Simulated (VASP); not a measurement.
# AlN (P6_3mc) in VASP: notebook, part 2 of 2

VASP 6.6.1. Earlier steps stand in the parts before.

### 4 G0W0 quasiparticle levels, PBE

Input file POSCAR:

```
AlN
1.0
    3.1130000000      0.0000000000      0.0000000000
   -1.5565000000      2.6959370820      0.0000000000
    0.0000000000      0.0000000000      4.9810000000
Al N
2 2
Direct
    0.6666666667      0.3333333333      0.5000000000
    0.3333333333      0.6666666667      0.0000000000
    0.6666666667      0.3333333333      0.8800000000
    0.3333333333      0.6666666667      0.3800000000
```

Input file INCAR.step1:

```
SYSTEM = AlN
PREC = Accurate
ENCUT = 450
EDIFF = 1E-8
ISMEAR = 0
SIGMA = 0.01
LREAL = .FALSE.
LASPH = .TRUE.
NELM = 60
ALGO = Normal
LWAVE = .TRUE.
LCHARG = .FALSE.
GGA = PE
```

Input file INCAR.step2:

```
SYSTEM = AlN
PREC = Accurate
ENCUT = 450
EDIFF = 1E-8
ISMEAR = 0
SIGMA = 0.01
LREAL = .FALSE.
LASPH = .TRUE.
NELM = 1
ALGO = Exact
LWAVE = .TRUE.
LCHARG = .FALSE.
GGA = PE
NBANDS = 108
LOPTICS = .TRUE.
ISTART = 1
```

Input file INCAR.step3:

```
SYSTEM = AlN
PREC = Accurate
ENCUT = 450
EDIFF = 1E-8
ISMEAR = 0
SIGMA = 0.01
LREAL = .FALSE.
LASPH = .TRUE.
ALGO = EVGW0
LWAVE = .FALSE.
LCHARG = .FALSE.
GGA = PE
NELMGW = 1
NBANDS = 108
ENCUTGW = 75
NOMEGA = 48
PRECFOCK = Fast
ISTART = 1
NBANDSGW = 16
```

Input file KPOINTS:

```
regular mesh
0
G
  4 4 3
  0 0 0
```

Potentials or basis: VASP PAW PBE potentials, release 64 (Al_GW, N_GW).

Command:

```console
> cat potpaw_PBE.64/Al_GW/POTCAR potpaw_PBE.64/N_GW/POTCAR > POTCAR
> cp INCAR.step1 INCAR
> mpirun -np 1 vasp_std > vasp.out
> cp INCAR.step2 INCAR
> mpirun -np 1 vasp_std > vasp.out
> cp INCAR.step3 INCAR
> mpirun -np 1 vasp_std > vasp.out
```

OUTCAR:

```text
SYSTEM = AlN
   PREC = Accurate
   ENCUT = 450
   EDIFF = 1E-8
   ISMEAR = 0
   LREAL = .FALSE.
   LASPH = .TRUE.
   GGA = PE
   NELMGW = 1
   ENCUTGW = 75
   PRECFOCK = Fast
   ISTART = 1

 Found      8 irreducible k-points:

 Following reciprocal coordinates:
            Coordinates               Weight
  0.000000  0.000000  0.000000      1.000000
  0.250000 -0.000000  0.000000      6.000000
  0.500000 -0.000000  0.000000      3.000000
  0.250000  0.250000  0.000000      6.000000
  0.000000  0.000000  0.333333      2.000000
  0.250000 -0.000000  0.333333     12.000000
   k-points           NKPTS =      8   k-points in BZ     NKDIM =     48   number of bands    NBANDS=    108
[... 62 lines left out ...]
   NKREDLFX            =     1    NKREDLFY  =   1   NKREDLFZ  =   1
 non-spin polarized calculation
 Gauss-broadening in eV      SIGMA  =   0.01
  energy-cutoff  :      450.00
  volume of cell :       41.80
 maximum number of plane-waves:       929
 NGX is ok and might be reduce to    24
  NGX = 12; NGY = 12; NGZ = 20
   NGX = 11   NGY = 11   NGZ = 17
 maximum number of plane-waves:        70
 NGX is ok and might be reduce to    10

 QP shifts <psi_nk| G(iteration)W_0 |psi_nk>: iteration 1
 for sc-GW calculations column KS-energies equals QP-energies in previous step
 and V_xc(KS)=  KS-energies - (<T + V_ion + V_H > + <T+V_H+V_ion>^1  + <V_x>^1)

 k-point   1 :       0.0000    0.0000    0.0000
  band No.  KS-energies  QP-energies   sigma(KS)   V_xc(KS)     V^pw_x(r,r')   Z            occupation Imag(sigma)

      1     -10.0517     -11.3988     -16.6535     -14.7935     -24.7724       0.7243       2.0000       1.2197
      2      -7.9009      -9.0942     -17.9995     -16.3505     -25.8675       0.7237       2.0000       0.9265
      3      -0.8685      -2.0131     -14.2117     -12.6477     -18.5133       0.7318       2.0000       0.2133
      4       4.2844       3.6213     -17.1530     -16.3010     -20.6613       0.7784       2.0000       0.0982
      5       4.2844       3.6213     -17.1530     -16.3010     -20.6613       0.7784       2.0000       0.0982
      6       4.9402       4.3933     -17.4681     -16.7686     -20.8670       0.7819       2.0000       0.0924
[... 96 lines left out ...]
      3       0.5772      -0.4697     -15.1160     -13.7204     -19.1077       0.7501       2.0000       0.1566
      4       1.6876       0.7389     -15.6816     -14.4378     -19.4158       0.7627       2.0000       0.1300
      5       2.7397       1.8526     -15.8899     -14.7395     -19.4404       0.7710       2.0000       0.1136
      6       3.8308       3.0853     -16.7789     -15.8186     -20.3041       0.7764       2.0000       0.1027
[... 8 lines left out ...]
     15      17.4708      18.4843      -9.1694     -10.4448      -4.1306       0.7946       0.0000      -0.1618
     16      18.3466      19.4295      -9.5855     -10.9654      -4.3008       0.7847       0.0000      -0.2073

 [... further k-points ...]
```

OUTCAR.step1:

```text
SYSTEM = AlN
   PREC = Accurate
   ENCUT = 450
   EDIFF = 1E-8
   ISMEAR = 0
   LREAL = .FALSE.
   LASPH = .TRUE.
   NELM = 60
[... 201 lines left out ...]
     -0.00000      1.79729      0.00000        -0.000000      0.000000     -0.144408
      1.55650      0.89865      4.38328         0.000000      0.000000      0.144408
     -0.00000      1.79729      1.89278        -0.000000     -0.000000      0.144408
 -----------------------------------------------------------------------------------
    total drift:                               -0.000000      0.000000     -0.000160

  FREE ENERGIE OF THE ION-ELECTRON SYSTEM (eV)
  ---------------------------------------------------
  free  energy   TOTEN  =       -29.7778441890 eV

  energy  without entropy=      -29.7778441890  energy(sigma->0) =      -29.77784419
```

Wall time 59 s (1 thread of Intel Xeon Platinum 8488C (Sapphire Rapids), shared host); peak memory 0.33 GiB.

These settings aren't checked as converged: the numbers below hold their error.

Results:

```
Band gap on the k mesh, mean-field level : 4.21 eV, direct
Quasiparticle gap                        : 5.48 eV
Least direct quasiparticle gap           : 5.48 eV
```

Caveat: the k mesh is coarse (spacing up to 0.58 Å⁻¹), so the values aren't converged; bands, screening cutoff and mesh are small and nothing is extrapolated, so the quasiparticle values aren't converged.

### 5 G0W0 quasiparticle levels, PBE

POSCAR is that of step 4.

INCAR.step1 is that of step 4.

INCAR.step2: that of step 4 with these lines changed.

```diff
@@ -13,3 +13,3 @@
 GGA = PE
-NBANDS = 108
+NBANDS = 58
 LOPTICS = .TRUE.
```

INCAR.step3: that of step 4 with these lines changed.

```diff
@@ -13,5 +13,5 @@
 NELMGW = 1
-NBANDS = 108
-ENCUTGW = 75
-NOMEGA = 48
+NBANDS = 58
+ENCUTGW = 150
+NOMEGA = 72
 PRECFOCK = Fast
```

KPOINTS is that of step 4.

Potentials or basis: VASP PAW PBE potentials, release 64 (Al_GW, N_GW).

Command:

```console
> cat potpaw_PBE.64/Al_GW/POTCAR potpaw_PBE.64/N_GW/POTCAR > POTCAR
> cp INCAR.step1 INCAR
> mpirun -np 1 vasp_std > vasp.out
> cp INCAR.step2 INCAR
> mpirun -np 1 vasp_std > vasp.out
> cp INCAR.step3 INCAR
> mpirun -np 1 vasp_std > vasp.out
```

OUTCAR:

```text
SYSTEM = AlN
   PREC = Accurate
   ENCUT = 450
   EDIFF = 1E-8
   ISMEAR = 0
   LREAL = .FALSE.
   LASPH = .TRUE.
   GGA = PE
   NELMGW = 1
   ENCUTGW = 150
   PRECFOCK = Fast
   ISTART = 1

 Found      8 irreducible k-points:

 Following reciprocal coordinates:
            Coordinates               Weight
  0.000000  0.000000  0.000000      1.000000
  0.250000 -0.000000  0.000000      6.000000
  0.500000 -0.000000  0.000000      3.000000
  0.250000  0.250000  0.000000      6.000000
  0.000000  0.000000  0.333333      2.000000
  0.250000 -0.000000  0.333333     12.000000
   k-points           NKPTS =      8   k-points in BZ     NKDIM =     48   number of bands    NBANDS=     58
   number of dos      NEDOS =    301   number of ions     NIONS =      4
   total plane-waves  NPLWV =  20736
[... 60 lines left out ...]
   NKREDLFX            =     1    NKREDLFY  =   1   NKREDLFZ  =   1
 non-spin polarized calculation
 Gauss-broadening in eV      SIGMA  =   0.01
  energy-cutoff  :      450.00
  volume of cell :       41.80
 maximum number of plane-waves:       929
 NGX is ok and might be reduce to    24
  NGX = 12; NGY = 12; NGZ = 20
   NGX = 11   NGY = 11   NGZ = 17
 maximum number of plane-waves:       179

 QP shifts <psi_nk| G(iteration)W_0 |psi_nk>: iteration 1
 for sc-GW calculations column KS-energies equals QP-energies in previous step
 and V_xc(KS)=  KS-energies - (<T + V_ion + V_H > + <T+V_H+V_ion>^1  + <V_x>^1)

 k-point   1 :       0.0000    0.0000    0.0000
  band No.  KS-energies  QP-energies   sigma(KS)   V_xc(KS)     V^pw_x(r,r')   Z            occupation Imag(sigma)

      1     -10.0517     -11.3060     -16.5311     -14.7935     -24.7724       0.7219       2.0000       1.2647
      2      -7.9009      -8.9833     -17.8502     -16.3505     -25.8675       0.7217       2.0000       1.0289
      3      -0.8685      -1.8890     -14.0606     -12.6477     -18.5133       0.7223       2.0000       0.1439
      4       4.2844       3.7121     -17.0397     -16.3010     -20.6613       0.7748       2.0000       0.0598
      5       4.2844       3.7121     -17.0397     -16.3010     -20.6613       0.7748       2.0000       0.0598
      6       4.9402       4.4742     -17.3657     -16.7686     -20.8670       0.7806       2.0000       0.0548
[... 96 lines left out ...]
      3       0.5772      -0.3586     -14.9750     -13.7204     -19.1077       0.7459       2.0000       0.1003
      4       1.6876       0.8463     -15.5447     -14.4378     -19.4158       0.7601       2.0000       0.0812
      5       2.7397       1.9543     -15.7616     -14.7395     -19.4404       0.7684       2.0000       0.0691
      6       3.8308       3.1795     -16.6603     -15.8186     -20.3041       0.7738       2.0000       0.0620
[... 8 lines left out ...]
     15      17.4708      18.6984      -8.8974     -10.4448      -4.1306       0.7933       0.0000      -0.1131
     16      18.3466      19.6401      -9.3223     -10.9654      -4.3008       0.7873       0.0000      -0.1551

 [... further k-points ...]
```

OUTCAR.step1:

```text
SYSTEM = AlN
   PREC = Accurate
   ENCUT = 450
   EDIFF = 1E-8
   ISMEAR = 0
   LREAL = .FALSE.
   LASPH = .TRUE.
   NELM = 60
[... 201 lines left out ...]
     -0.00000      1.79729      0.00000        -0.000000      0.000000     -0.144408
      1.55650      0.89865      4.38328         0.000000      0.000000      0.144408
     -0.00000      1.79729      1.89278        -0.000000     -0.000000      0.144408
 -----------------------------------------------------------------------------------
    total drift:                               -0.000000      0.000000     -0.000160

  FREE ENERGIE OF THE ION-ELECTRON SYSTEM (eV)
  ---------------------------------------------------
  free  energy   TOTEN  =       -29.7778441890 eV

  energy  without entropy=      -29.7778441890  energy(sigma->0) =      -29.77784419
```

OUTCAR.step2:

```text
SYSTEM = AlN
   PREC = Accurate
   ENCUT = 450
   EDIFF = 1E-8
[... 588 lines left out ...]
  --------------------------------------------------------------------------------------------------------------
     0.00000     4.97885     4.97885     4.90646     0.00000    -0.00000    -0.00000
     0.87910     5.02785     5.02785     4.95703     0.00000    -0.00000    -0.00000
     1.75821     5.18825     5.18825     5.12407     0.00000    -0.00000    -0.00000
     2.63731     5.50822     5.50822     5.46638     0.00000    -0.00000    -0.00000
     3.51641     6.16999     6.16999     6.24946     0.00000    -0.00000    -0.00000
     4.39552     6.20230     6.20230     4.20590     0.00000    -0.00000    -0.00000
[... 92 lines left out ...]
    86.15213     0.93060     0.93060     0.93217    -0.00000     0.00000    -0.00000
    87.03124     0.93215     0.93215     0.93369    -0.00000     0.00000    -0.00000
```

Run time: 53 s. Hardware: 1 thread of Intel Xeon Platinum 8488C (Sapphire Rapids), shared host; peak memory 0.33 GiB.

These settings aren't checked as converged: the numbers below hold their error.

Results:

- Band gap on the k mesh, mean-field level: 4.21 eV, direct
- Quasiparticle gap: 5.64 eV
- Least direct quasiparticle gap: 5.64 eV

Caveat: the k mesh is coarse (spacing up to 0.58 Å⁻¹), so the values aren't converged; bands, screening cutoff and mesh are small and nothing is extrapolated, so the quasiparticle values aren't converged.

### 6 G0W0 quasiparticle levels, PBE

POSCAR is that of step 5.

INCAR.step1 is that of step 5.

INCAR.step2 is that of step 5.

INCAR.step3: that of step 5 with these lines changed.

```diff
@@ -14,4 +14,4 @@
 NBANDS = 58
-ENCUTGW = 150
-NOMEGA = 72
+ENCUTGW = 200
+NOMEGA = 48
 PRECFOCK = Fast
```

KPOINTS is that of step 5.

Potentials or basis: VASP PAW PBE potentials, release 64 (Al_GW, N_GW).

Command:

```console
> cat potpaw_PBE.64/Al_GW/POTCAR potpaw_PBE.64/N_GW/POTCAR > POTCAR
> cp INCAR.step1 INCAR
> mpirun -np 1 vasp_std > vasp.out
> cp INCAR.step2 INCAR
> mpirun -np 1 vasp_std > vasp.out
> cp INCAR.step3 INCAR
> mpirun -np 1 vasp_std > vasp.out
```

OUTCAR:

```text
SYSTEM = AlN
   PREC = Accurate
   ENCUT = 450
   EDIFF = 1E-8
   ISMEAR = 0
   LREAL = .FALSE.
   LASPH = .TRUE.
   GGA = PE
   NELMGW = 1
   ENCUTGW = 200
   PRECFOCK = Fast
   ISTART = 1

 Found      8 irreducible k-points:

 Following reciprocal coordinates:
            Coordinates               Weight
  0.000000  0.000000  0.000000      1.000000
  0.250000 -0.000000  0.000000      6.000000
  0.500000 -0.000000  0.000000      3.000000
  0.250000  0.250000  0.000000      6.000000
  0.000000  0.000000  0.333333      2.000000
  0.250000 -0.000000  0.333333     12.000000
   k-points           NKPTS =      8   k-points in BZ     NKDIM =     48   number of bands    NBANDS=     58
   number of dos      NEDOS =    301   number of ions     NIONS =      4
   total plane-waves  NPLWV =  20736
[... 60 lines left out ...]
   NKREDLFX            =     1    NKREDLFY  =   1   NKREDLFZ  =   1
 non-spin polarized calculation
 Gauss-broadening in eV      SIGMA  =   0.01
  energy-cutoff  :      450.00
  volume of cell :       41.80
 maximum number of plane-waves:       929
 NGX is ok and might be reduce to    24
  NGX = 12; NGY = 12; NGZ = 20
   NGX = 11   NGY = 11   NGZ = 17
 maximum number of plane-waves:       287

 QP shifts <psi_nk| G(iteration)W_0 |psi_nk>: iteration 1
 for sc-GW calculations column KS-energies equals QP-energies in previous step
 and V_xc(KS)=  KS-energies - (<T + V_ion + V_H > + <T+V_H+V_ion>^1  + <V_x>^1)

 k-point   1 :       0.0000    0.0000    0.0000
  band No.  KS-energies  QP-energies   sigma(KS)   V_xc(KS)     V^pw_x(r,r')   Z            occupation Imag(sigma)

      1     -10.0517     -11.3246     -16.5694     -14.7935     -24.7724       0.7168       2.0000       1.3561
      2      -7.9009      -9.0209     -17.8953     -16.3505     -25.8675       0.7250       2.0000       1.1223
      3      -0.8685      -1.9079     -14.0756     -12.6477     -18.5133       0.7279       2.0000       0.2199
      4       4.2844       3.7007     -17.0545     -16.3010     -20.6613       0.7747       2.0000       0.0895
      5       4.2844       3.7007     -17.0545     -16.3010     -20.6613       0.7747       2.0000       0.0895
      6       4.9402       4.4630     -17.3815     -16.7686     -20.8670       0.7786       2.0000       0.0832
[... 96 lines left out ...]
      3       0.5772      -0.3653     -14.9837     -13.7204     -19.1077       0.7460       2.0000       0.1571
      4       1.6876       0.8412     -15.5546     -14.4378     -19.4158       0.7579       2.0000       0.1276
      5       2.7397       1.9449     -15.7733     -14.7395     -19.4404       0.7687       2.0000       0.1087
      6       3.8308       3.1684     -16.6752     -15.8186     -20.3041       0.7734       2.0000       0.0950
[... 8 lines left out ...]
     15      17.4708      18.7156      -8.8804     -10.4448      -4.1306       0.7956       0.0000      -0.1565
     16      18.3466      19.6526      -9.3039     -10.9654      -4.3008       0.7860       0.0000      -0.2021

 [... further k-points ...]
```

OUTCAR.step1:

```text
SYSTEM = AlN
   PREC = Accurate
   ENCUT = 450
   EDIFF = 1E-8
   ISMEAR = 0
   LREAL = .FALSE.
   LASPH = .TRUE.
   NELM = 60
[... 201 lines left out ...]
     -0.00000      1.79729      0.00000        -0.000000      0.000000     -0.144408
      1.55650      0.89865      4.38328         0.000000      0.000000      0.144408
     -0.00000      1.79729      1.89278        -0.000000     -0.000000      0.144408
 -----------------------------------------------------------------------------------
    total drift:                               -0.000000      0.000000     -0.000160

  FREE ENERGIE OF THE ION-ELECTRON SYSTEM (eV)
  ---------------------------------------------------
  free  energy   TOTEN  =       -29.7778441890 eV

  energy  without entropy=      -29.7778441890  energy(sigma->0) =      -29.77784419
```

OUTCAR.step2:

```text
SYSTEM = AlN
   PREC = Accurate
   ENCUT = 450
   EDIFF = 1E-8
[... 588 lines left out ...]
  --------------------------------------------------------------------------------------------------------------
     0.00000     4.97885     4.97885     4.90646     0.00000    -0.00000    -0.00000
     0.87910     5.02785     5.02785     4.95703     0.00000    -0.00000    -0.00000
     1.75821     5.18825     5.18825     5.12407     0.00000    -0.00000    -0.00000
     2.63731     5.50822     5.50822     5.46638     0.00000    -0.00000    -0.00000
     3.51641     6.16999     6.16999     6.24946     0.00000    -0.00000    -0.00000
     4.39552     6.20230     6.20230     4.20590     0.00000    -0.00000    -0.00000
[... 92 lines left out ...]
    86.15213     0.93060     0.93060     0.93217    -0.00000     0.00000    -0.00000
    87.03124     0.93215     0.93215     0.93369    -0.00000     0.00000    -0.00000
```

Wall time 64 s (1 thread of Intel Xeon Platinum 8488C (Sapphire Rapids), shared host); peak memory 0.33 GiB.

The run converged, but some of its settings lie outside the range that counts as converged, so its numbers aren't taken as properties of the crystal.

Results:

* Band gap on the k mesh, mean-field level: 4.21 eV, direct
* Quasiparticle gap: 5.66 eV
* Least direct quasiparticle gap: 5.66 eV

Caveat: the k mesh is coarse (spacing up to 0.58 Å⁻¹), so the values aren't converged; bands, screening cutoff and mesh are small and nothing is extrapolated, so the quasiparticle values aren't converged.
